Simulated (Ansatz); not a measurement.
Write a Python script for Ansatz's Python interface that makes a phonon calculation by linear response of ZrO₂, space group P4_2/nmc. Use: PBE, PAW, cutoff 550 eV, 6×6×4 k-points, fixed occupations.

`POSCAR`
```text
ZrO2
1.0
   3.59610000    0.00000000    0.00000000
   0.00000000    3.59610000    0.00000000
   0.00000000    0.00000000    5.17700000
Zr O
2 4
Direct
   0.00000000    0.00000000    0.00000000
   0.50000000    0.50000000    0.50000000
   0.00000000    0.50000000    0.20300000
   0.00000000    0.50000000    0.70300000
   0.50000000    0.00000000    0.29700000
   0.50000000    0.00000000    0.79700000
```

`run_dfpt.py`:
```python
from pathlib import Path

import ansatz as az
from ase.io import read
import numpy as np

atoms = read("POSCAR", format="vasp")
crystal = az.Crystal.from_ase(atoms)

model = crystal.calculation()
model = model.functional(az.Functional.PBE)
model = model.basis(550).occupations("Fixed")
model = model.kpoints(6, 6, 4)
model = model.phonons("dfpt")
done = model.run(threads=1, pin="off", runs_dir="runs")
ph = done.phonons

print("Gamma modes (1/cm):", " ".join(f"{w:.1f}" for w in ph.gamma_omega_inv_cm))
print("in meV:", " ".join(f"{w * 0.1239842:.2f}" for w in ph.gamma_omega_inv_cm))
```

```console
$ python run_dfpt.py
Gamma modes (1/cm): 0.0 0.0 0.0 119.5 119.5 133.0 133.0 269.8 309.4 323.6 423.7 423.7 445.6 445.6 587.7 633.0 633.0 646.7
in meV: 0.00 0.00 0.00 14.82 14.82 16.49 16.49 33.45 38.36 40.12 52.53 52.53 55.25 55.25 72.86 78.48 78.48 80.19
```

The run is spin-unpolarised. The cell isn't relaxed first, so the values belong to this volume. This is a high-temperature or high-pressure form, not the ambient phase. No non-analytic term is added, so at the zone centre the longitudinal optical modes of a polar crystal aren't split off. The starting cell is as deposited in a crystallographic database; the results hold for this polymorph, which needn't be the stable one. The structure is taken as given; imaginary modes can come from an unrelaxed or unstable start. The whole script took 57 s on 1 thread of Intel(R) Xeon(R) Processor @ 2.30GHz (shared host), peak memory 1 GiB.
